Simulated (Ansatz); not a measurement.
# The perfect armchair graphene nanoribbon (N = 10, H edges), part 3 of 3

Aim: is the armchair graphene nanoribbon (N = 10, H edges) a metal or a semiconductor?

Ansatz 0.2.0; DFT PBE, plane waves, PAW; relaxation of a wire's period (the session's first sound run).

So far, band gap (eV): step 3 (the wire at its relaxed period) 1.12; step 4 (relaxing the atoms, period over the relaxed period 0.96, k-mesh …) 1.03; step 5 (relaxing the atoms, period over the relaxed period 0.98, k-mesh …) 1.22.

**6. Strain along the wire, period over the relaxed period 1.02, k-mesh 1×1×14**

Level of this step: DFT PBE, plane waves, PAW; relaxation at a fixed period (Ansatz).

The period is set to 1.02 times the relaxed one and the atoms relax within it: strain changes bond lengths and angles, which shifts the bands against each other. Against the first PBE run of this kind, the mesh along the wire has 14 points against 19.

The cell differs from the one that the last finished run ended in (c 4.206 → 4.377 Å).

The input, input.yaml:

```yaml
crystal:
  lattice:
    - [19.921, 0.0, 0.0]
    - [0.0, 7.0, 0.0]
    - [0.0, 0.0, 4.3771795629]
  atoms:
    - { symbol: C, position: [0.222892003, 0.5, 0.007047018] }
    - { symbol: C, position: [0.345135759, 0.5, 0.999836855] }
    - { symbol: C, position: [0.469138547, 0.5, 0.999857586] }
    - { symbol: C, position: [0.592746867, 0.5, 0.000912269] }
    - { symbol: C, position: [0.71660699, 0.5, 0.999051697] }
    - { symbol: C, position: [0.222892003, 0.5, 0.326286315] }
    - { symbol: C, position: [0.345135759, 0.5, 0.333496479] }
    - { symbol: C, position: [0.469138547, 0.5, 0.333475748] }
    - { symbol: C, position: [0.592746867, 0.5, 0.332421064] }
    - { symbol: C, position: [0.71660699, 0.5, 0.334281637] }
    - { symbol: H, position: [0.825210445, 0.5, 0.387212705] }
    - { symbol: H, position: [0.174789555, 0.5, 0.446120629] }
    - { symbol: C, position: [0.28339301, 0.5, 0.499051697] }
    - { symbol: C, position: [0.407253133, 0.5, 0.500912269] }
    - { symbol: C, position: [0.530861453, 0.5, 0.499857586] }
    - { symbol: C, position: [0.654864241, 0.5, 0.499836855] }
    - { symbol: C, position: [0.777107997, 0.5, 0.507047018] }
    - { symbol: C, position: [0.28339301, 0.5, 0.834281637] }
    - { symbol: C, position: [0.407253133, 0.5, 0.832421064] }
    - { symbol: C, position: [0.530861453, 0.5, 0.833475748] }
    - { symbol: C, position: [0.654864241, 0.5, 0.833496479] }
    - { symbol: C, position: [0.777107997, 0.5, 0.826286315] }
    - { symbol: H, position: [0.174789555, 0.5, 0.887212705] }
    - { symbol: H, position: [0.825210445, 0.5, 0.946120629] }
kpoints:
  mp_grid: { grid: [1, 1, 14] }
  band_path: { path: ["Γ", Z], npoints: 90 }
scf:
  occupations: { method: fermi_dirac, width: 0.05 }
hamiltonian:
  xc: pbe
relax:
  max_steps: 40
  f_tol: 0.02
output:
  stress: true
```

Launch:

```console
$ ansatz run input.yaml --threads 4 --pin off --max-ram 16384MiB --backend cpu --events-out ev --progress --plain --runs-dir out
```

Numbers of over 12 decimals in the logs are rounded to 6 here.

Output:

```text
[...]
Crystal: 24 atoms, lattice volume = 610.385 Å³
Basis set: ecut = 420 eV, 11959 PW (Γ), exchange–correlation on 270×96×60 points (8 copies of the dense FFT grid, shifted against one another)
Bands: 66, of which v1, the nominal top of the filled ones, is band 42 counted from 1 (41 counted from 0)
Symmetry: 8 space group operations
[...]
- { symbol: H, position: [0.824409, 0.5, 0.393581] }
    - { symbol: H, position: [0.175591, 0.5, 0.439753] }
[...]
- { symbol: C, position: [0.407550, 0.5, 0.831919] }
    - { symbol: C, position: [0.530777, 0.5, 0.833069] }
    - { symbol: C, position: [0.654380, 0.5, 0.833073] }
    - { symbol: C, position: [0.775979, 0.5, 0.824376] }
    - { symbol: H, position: [0.175591, 0.5, 0.893581] }
    - { symbol: H, position: [0.824409, 0.5, 0.939753] }
[key lines of the parts left out:]
SCF converged after 5 iterations
Free energy (F): -5081.855175 eV
Fermi energy:    -0.664706 eV
P = ⅓ Tr σ = -1.7453 GPa (-17.453 kbar)
```

Elapsed: 58 s, on 4 threads of Arm Neoverse V1, shared host; peak memory 2.2 GiB; 3.7 min of CPU time.

Relaxation path:

```tsv
step	energy less that of the first step (eV)	largest force component (eV/Å)
1	0.0000	0.6107
2	-0.0254	0.1920
3	-0.0280	0.0346
4	-0.0280	0.0144
```

The run keeps the 8 symmetry operations that it works with, so distortions that break them were not tested.

The atoms that moved most (Å):

```tsv
atom	dx	dy	dz	length
H24	-0.016	0.000	-0.028	0.032
H12	0.016	0.000	-0.028	0.032
H23	0.016	0.000	0.028	0.032
H11	-0.016	0.000	0.028	0.032
C17	-0.022	0.000	0.008	0.024
C1	0.022	0.000	0.008	0.024
C22	-0.022	0.000	-0.008	0.024
C6	0.022	0.000	-0.008	0.024
```

Final coordinates:

```cif
data_structure
_symmetry_space_group_name_H-M 'P 1'
_symmetry_Int_Tables_number 1
_cell_length_a 19.9210
_cell_length_b 7.0000
_cell_length_c 4.3772
_cell_angle_alpha 90.000
_cell_angle_beta 90.000
_cell_angle_gamma 90.000
_cell_volume 610.38
loop_
_atom_site_label
_atom_site_type_symbol
_atom_site_fract_x
_atom_site_fract_y
_atom_site_fract_z
_atom_site_occupancy
C1 C 0.22402 0.50000 0.00896 1
C2 C 0.34562 0.50000 0.00026 1
C3 C 0.46922 0.50000 0.00026 1
C4 C 0.59245 0.50000 0.00141 1
C5 C 0.71598 0.50000 0.99957 1
C6 C 0.22402 0.50000 0.32438 1
C7 C 0.34562 0.50000 0.33307 1
C8 C 0.46922 0.50000 0.33307 1
C9 C 0.59245 0.50000 0.33192 1
C10 C 0.71598 0.50000 0.33377 1
H11 H 0.82441 0.50000 0.39358 1
H12 H 0.17559 0.50000 0.43975 1
C13 C 0.28402 0.50000 0.49957 1
C14 C 0.40755 0.50000 0.50141 1
C15 C 0.53078 0.50000 0.50026 1
C16 C 0.65438 0.50000 0.50026 1
C17 C 0.77598 0.50000 0.50896 1
C18 C 0.28402 0.50000 0.83377 1
C19 C 0.40755 0.50000 0.83192 1
C20 C 0.53078 0.50000 0.83307 1
C21 C 0.65438 0.50000 0.83307 1
C22 C 0.77598 0.50000 0.82438 1
H23 H 0.17559 0.50000 0.89358 1
H24 H 0.82441 0.50000 0.93975 1
```

The electronic bands at the labelled points (eV, zero at the Fermi level; v1 is the highest filled band, c1 the lowest empty one):

```tsv
point	v4	v3	v2	v1	c1	c2	c3	c4
Γ	-1.89	-1.73	-0.84	-0.45	0.45	0.74	1.37	1.60
halfway	-3.07	-2.51	-1.96	-1.77	1.62	1.75	2.49	3.04
Z	-3.32	-3.32	-2.44	-2.44	1.99	1.99	3.17	3.17
```

The gap is 0.899 eV, against 1.12 eV under PBE at the relaxed period.

**7. Strain along the wire, period over the relaxed period 1.04, k-mesh 1×1×14**

The period is set to 1.04 times the relaxed one and the atoms relax within it: strain changes bond lengths and angles, which shifts the bands against each other. Against the first PBE run of this kind, the mesh along the wire has 14 points against 19.

The cell differs from the one that the last finished run ended in (c 4.377 → 4.463 Å).

Edit input.yaml of step 6 so:

```diff
@@ -4,3 +4,3 @@
     - [0.0, 7.0, 0.0]
-    - [0.0, 0.0, 4.3771795629]
+    - [0.0, 0.0, 4.4630066131]
   atoms:
```

Output:

```text
[...]
Crystal: 24 atoms, lattice volume = 622.353 Å³
Basis set: ecut = 420 eV, 12135 PW (Γ), exchange–correlation on 270×96×60 points (8 copies of the dense FFT grid, shifted against one another)
Bands: 66, of which v1, the nominal top of the filled ones, is band 42 counted from 1 (41 counted from 0)
Symmetry: 8 space group operations
[...]
- { symbol: H, position: [0.823696, 0.5, 0.400048] }
    - { symbol: H, position: [0.176304, 0.5, 0.433285] }
[...]
- { symbol: C, position: [0.407811, 0.5, 0.831704] }
    - { symbol: C, position: [0.530714, 0.5, 0.832889] }
    - { symbol: C, position: [0.653949, 0.5, 0.832908] }
    - { symbol: C, position: [0.774925, 0.5, 0.822503] }
    - { symbol: H, position: [0.176304, 0.5, 0.900048] }
    - { symbol: H, position: [0.823696, 0.5, 0.933285] }
[key lines of the parts left out:]
SCF converged after 6 iterations
Free energy (F): -5081.274151 eV
Fermi energy:    -0.771797 eV
P = ⅓ Tr σ = -3.3329 GPa (-33.329 kbar)
```

Wall time 62 s (4 threads); peak memory 2.3 GiB; 4 min of CPU time.

The steps of the relaxation:

```tsv
step	energy less that of the first step (eV)	largest force component (eV/Å)
1	0.0000	1.0494
2	-0.0926	0.3532
3	-0.1015	0.0635
4	-0.1016	0.0139
```

Forces are held to the 8 operations that the run works with; a distortion that breaks them can't arise in this run.

The atoms that moved most (Å):

```tsv
atom	dx	dy	dz	length
H24	-0.030	0.000	-0.057	0.065
H12	0.030	0.000	-0.057	0.065
H23	0.030	0.000	0.057	0.065
H11	-0.030	0.000	0.057	0.065
C1	0.043	0.000	0.017	0.047
C17	-0.043	0.000	0.017	0.047
C6	0.043	0.000	-0.017	0.047
C22	-0.043	0.000	-0.017	0.047
```

Final coordinates:

```xyz
24
Lattice="19.9210 0.0000 0.0000 0.0000 7.0000 0.0000 0.0000 0.0000 4.4630" Properties=species:S:1:pos:R:3
C     4.4837    3.5000    0.0483
C     6.8937    3.5000    4.4649
C     9.3486    3.5000    4.4650
C    11.7970    3.5000    0.0073
C    14.2525    3.5000    4.4622
C     4.4837    3.5000    1.4393
C     6.8937    3.5000    1.4858
C     9.3486    3.5000    1.4857
C    11.7970    3.5000    1.4804
C    14.2525    3.5000    1.4885
H    16.4089    3.5000    1.7854
H     3.5121    3.5000    1.9338
C     5.6685    3.5000    2.2307
C     8.1240    3.5000    2.2388
C    10.5724    3.5000    2.2335
C    13.0273    3.5000    2.2334
C    15.4373    3.5000    2.2798
C     5.6685    3.5000    3.7200
C     8.1240    3.5000    3.7119
C    10.5724    3.5000    3.7172
C    13.0273    3.5000    3.7173
C    15.4373    3.5000    3.6708
H     3.5121    3.5000    4.0169
H    16.4089    3.5000    4.1653
```

The gap is 0.677 eV, against 1.12 eV under PBE at the relaxed period.

**8. Strain along the wire, period over the relaxed period 1.06, k-mesh 1×1×14**

The period is set to 1.06 times the relaxed one and the atoms relax within it: strain changes bond lengths and angles, which shifts the bands against each other. Against the first PBE run of this kind, the mesh along the wire has 14 points against 19.

The cell differs from the one that the last finished run ended in (c 4.463 → 4.549 Å).

Edit input.yaml of step 7 so:

```diff
@@ -4,3 +4,3 @@
     - [0.0, 7.0, 0.0]
-    - [0.0, 0.0, 4.4630066131]
+    - [0.0, 0.0, 4.5488336634]
   atoms:
```

Output:

```text
[...]
Crystal: 24 atoms, lattice volume = 634.321 Å³
Basis set: ecut = 420 eV, 12407 PW (Γ), exchange–correlation on 270×96×64 points (8 copies of the dense FFT grid, shifted against one another)
Bands: 66, of which v1, the nominal top of the filled ones, is band 42 counted from 1 (41 counted from 0)
Symmetry: 8 space group operations
[...]
- { symbol: H, position: [0.823094, 0.5, 0.406465] }
    - { symbol: H, position: [0.176906, 0.5, 0.426869] }
[...]
- { symbol: C, position: [0.408033, 0.5, 0.831807] }
    - { symbol: C, position: [0.530671, 0.5, 0.832968] }
    - { symbol: C, position: [0.653582, 0.5, 0.833005] }
    - { symbol: C, position: [0.773983, 0.5, 0.820671] }
    - { symbol: H, position: [0.176906, 0.5, 0.906465] }
    - { symbol: H, position: [0.823094, 0.5, 0.926869] }
[key lines of the parts left out:]
SCF converged after 6 iterations
Free energy (F): -5080.357282 eV
Fermi energy:    -0.873648 eV
P = ⅓ Tr σ = -4.7374 GPa (-47.374 kbar)
```

It took 74 s on 4 threads; peak memory 2.3 GiB; 4.8 min of CPU time.

The gap is 0.453 eV, against 1.12 eV under PBE at the relaxed period.

**9. The series together**

Times are for 4 threads of Arm Neoverse V1, shared host. The series side by side:

```tsv
no.	period over the relaxed period	k-mesh	free energy less the lowest (eV)	pressure (GPa)	band gap (eV)	time	memory (GiB)
1	0.96	1×1×15	0.6949	4.175	1.034	61 s	2.1
2	0.98	1×1×15	0.01472	2.012	1.223	57 s	2.2
3	1.02	1×1×14	0	-1.745	0.8993	58 s	2.2
4	1.04	1×1×14	0.5810	-3.333	0.6775	62 s	2.3
5	1.06	1×1×14	1.498	-4.737	0.4530	74 s	2.3
```

**10. What came out**

| Quantity | Value |
| --- | --- |
| cell length, PBE | 4.291 Å |
| gap, PBE | 1.12 eV |
| gap, period scaled by 0.96 | 1.03 eV |
| gap, period scaled by 0.98 | 1.22 eV |
| gap, period scaled by 1.02 | 0.899 eV |
| gap, period scaled by 1.04 | 0.677 eV |
| gap, period scaled by 1.06 | 0.453 eV |

Under PBE the cell's length is 4.29 Å, and a gap of 1.12 eV makes it a semiconductor. Strain matters: under PBE the gap goes from 1.12 eV to 1.03 eV at 0.96 times the period, 1.22 eV at 0.98 times the period, 0.899 eV at 1.02 times the period, 0.677 eV at 1.04 times the period and 0.453 eV at 1.06 times the period.

[Logs are printed without paths, hosts, clocks, repeated set-up lines and the standing remarks that a program may print on its own settings, such as how far it seeks lower states.]

[Hosts, paths, dates, database ids (printed as entryN), source tags and the programs' standing remarks are cut or masked in the printed files.]
